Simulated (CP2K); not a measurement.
Runs of CP2K 2026.2 on CuO (Tenorite). All rows change the cell; the cell of one of them follows. Symmetry: Cc, No. 9, monoclinic system. Conventional cell: a = 4.689 Å, b = 3.427 Å, c = 5.232 Å, α = 90.00°, β = 99.47°, γ = 90.00°. Cu (site symmetry 1) is surrounded by 4 O at 1.92 to 2.04 Å. Around O (site symmetry 1) lie 4 Cu at 1.92 to 2.04 Å. 

```csv
cell,gap on the mesh (eV),pressure (GPa),largest force (eV/Å)
strain_c = 0.02,none,-3.1,-
strain_c = 0.06,none,(a),0.72
strain_c = 0.04,none,-6.8,-
strain_c = -0.04,none,11.2,(b)
strain_c = 0,none,1.2,0.81
strain_c = -0.02,none,5.9,0.90
```

Alike in all rows: task band structure; level PBEsol; potentials or basis POTENTIAL_UZH Cu GTH-PBE-q11, O GTH-PBE-q6; TZVP-MOLOPT-PBE-GTH basis; no spin polarisation; k mesh 10 × 10 × 5; smearing fermi-dirac 0.05 eV.

Q: Estimate the missing entries.

A: (a) -10.2; (b) 1.00.

Caveats: the potentials were made for another functional, which shifts forces and pressure; the basis of atomic orbitals isn't converged, which shifts pressures, moduli and gaps; the run has no spin polarisation, though such a crystal can be magnetic; semilocal functionals often make such compounds metallic where correlation or magnetic order opens a gap, which also shifts bond lengths; the forces don't sum to zero, a sign of grid noise (some runs).

A gap of «none» marks a metal or a gap under the smearing width.

Runs at the PBE level aren't shown here.
